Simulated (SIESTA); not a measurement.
Write the native input for SIESTA 5.4.2 that does the following.

- Task: single point
- Functional: PBE
- Potentials or basis: PseudoDojo 0.4 standard (PBE files)
- Basis: DZP (energy shift 0.003 Ry; two zetas on semicore shells)
- Grid cutoff: 800 Ry
- Energy shift: 0.003 Ry
- k mesh: 10 × 10 × 10
- Occupations: fermi-dirac, width 0.05 eV
- Spin: no spin polarisation

MoS2:

```
Mo S
1.0
     1.58000    0.91221    6.15000
    -1.58000    0.91221    6.15000
     0.00000   -1.82443    6.15000
Mo S
1 2
Direct
  0.00000 0.00000 0.00000
  0.41700 0.41700 0.41700
  0.25000 0.25000 0.25000
```

Measurements of this composition are mostly on another form, of space group No. 194.

These files were run (other wordings do the same):

MoS2.fdf

```
SystemName                      MoS2
SystemLabel                     MoS2
NumberOfSpecies                 2
NumberOfAtoms                   3
%block ChemicalSpeciesLabel
  1  42 Mo
  2  16 S
%endblock ChemicalSpeciesLabel

LatticeConstant                 1.0 Ang
%block LatticeVectors
     1.5800000000     0.9122134253     6.1500000000
    -1.5800000000     0.9122134253     6.1500000000
     0.0000000000    -1.8244268506     6.1500000000
%endblock LatticeVectors
AtomicCoordinatesFormat         Ang
%block AtomicCoordinatesAndAtomicSpecies
     0.0000000000     0.0000000000     0.0000000000  1
     0.0000000000     0.0000000000     7.6936500000  2
     0.0000000000     0.0000000000     4.6125000000  2
%endblock AtomicCoordinatesAndAtomicSpecies

%block kgrid.MonkhorstPack
   10   0   0  0.0
    0  10   0  0.0
    0   0  10  0.0
%endblock kgrid.MonkhorstPack
XC.Functional                   GGA
XC.Authors                      PBE
PAO.BasisSize                   DZP
PAO.EnergyShift                 0.003 Ry
Mesh.Cutoff                     800 Ry
OccupationFunction              FD
ElectronicTemperature           0.05 eV
MaxSCFIterations                120
SCF.MustConverge                false
SCF.Mixer.Method                Pulay
SCF.Mixer.Weight                0.25
SCF.Mixer.History               8
SCF.DM.Tolerance                5.0e-05
SCF.H.Tolerance                 1.0e-03 eV
WriteForces                     true
Charge.Mulliken                 end
%block PAO.Basis
  Mo 5
  n=4 0 2
    3.234 0.000
  n=5 0 2
    8.986 0.000
  n=4 1 2
    3.729 0.000
  n=5 1 1
    8.986
  n=4 2 2
    6.762 0.000
%endblock PAO.Basis
```

Potentials or basis: PseudoDojo 0.4 standard (PBE files), DZP (energy shift 0.003 Ry; two zetas on semicore shells).

Command:

```bash
$ siesta < MoS2.fdf > MoS2.out 2>&1
```

Results of the run:

| Item | Value |
| --- | --- |
| Pressure | 8.3 GPa |
| Largest force | 0.964 eV/Å |
| Band gap on the k mesh | 1.01 eV, indirect (least direct gap 1.99 eV) |

Caveat: the basis of atomic orbitals isn't converged, which shifts pressures, moduli and gaps.

It took 5.3 min on 1 thread of Arm Neoverse V1, with other jobs on the host, peak memory 1.3 GiB.
